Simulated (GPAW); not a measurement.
ZnO (zincite):

```xyz
4
Lattice="3.2493 0.0000 0.0000 -1.6247 2.8140 0.0000 0.0000 0.0000 5.2057" Properties=species:S:1:pos:R:3 pbc="T T T"
Zn    1.6247    0.9380    0.0000
Zn    0.0000    1.8760    2.6029
O     0.0000    1.8760    4.5759
O     1.6247    0.9380    1.9730
```

Base run:

- Program: GPAW 26.7.0
- Functional: PBEsol
- Potentials or basis: PAW data sets generated in the run's folder for this functional
- Cutoff: 800 eV
- Basis: pw
- k mesh: 8 × 8 × 4
- Occupations: fermi-dirac, width 0.05 eV
- Spin: no spin polarisation

Its results: band gap on the k mesh 0.69 eV, direct.

The run is repeated on the same cell with these changes: functional from PBEsol to TB-mBJ; potentials or basis from PAW data sets generated in the run's folder for this functional to GPAW PAW data sets for LDA (gpaw-data 1.2.1). What comes out?

Band gap on the k mesh 2.54 eV, direct.

Caveats: a model potential gives levels but no total energy (some runs).
